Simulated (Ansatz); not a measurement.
**Magnetic orders of CuO**

Method: DFT r2SCAN, scalar-relativistic, plane waves, PAW in Ansatz.

```xyz
4
Lattice="1.9910 -2.1536 0.0000 1.9910 2.1536 0.0000 0.0000 0.0000 5.1559" Properties=species:S:1:pos:R:3 pbc="T T T"
Cu    0.9955    1.0768    0.0000
Cu    0.9955   -1.0768    2.5780
O     1.9910    0.0000    1.2890
O     1.9910    0.0000    3.8669
```

| Quantity | Value |
| --- | --- |
| plane-wave cutoff | 500 eV |
| Γ-centred k-mesh | 14×14×8 |
| occupation rule | Gaussian smearing, 0.1 eV |
| list of starting moments (μB, in atom order) | 1 1 0 0 |
| check for lower electronic states after the SCF | off |

All runs keep this geometry, which isn't relaxed for the lowest state (largest force there 0.000 eV/Å, pressure -4.4 GPa) and needn't be a stable compound; relaxing each order can shift differences of a few meV. Signs run over the atoms with starting moments. The large starts are 2.5 2.5 0 0 μB. The small starts are 0.5 0.5 0 0 μB. r2SCAN tends to overstate moments in metals, so a weak moment here may be absent in the real material. Site moments are spin moments in atom-centred spheres that scale with the neighbour distance. The states are those that the runs reached from these starts; a lower one can exist.

Q: Starts tried: no spin; ferromagnetic; large parallel starting moments; antiferromagnetic in the cell, signs +-; small parallel starting moments. Which state comes out lowest, and what are the moments?

A: The lowest state is antiferromagnetic, reached from the start “antiferromagnetic in the cell, signs +-”, with site moments (μB) Cu +0.56, Cu -0.56.

| start | ends | energy above lowest (meV/atom) | site moments (μB) | gap on mesh (eV) | P (GPa) |
| --- | --- | --- | --- | --- | --- |
| no spin | non-magnetic | 42.7 | none over 0.05 | metal | -4.9 |
| ferromagnetic | ferromagnetic | 10.8 | Cu +0.62 (×2), O +0.33 (×2) | metal | -4.1 |
| large parallel starting moments | ferromagnetic | 10.8 | Cu +0.62 (×2), O +0.33 (×2) | metal | -4.1 |
| antiferromagnetic in the cell, signs +- | antiferromagnetic | 0.00 | Cu +0.56, Cu -0.56 | metal | -4.4 |
| small parallel starting moments | ferromagnetic | 10.8 | Cu +0.62 (×2), O +0.33 (×2) | metal | -4.1 |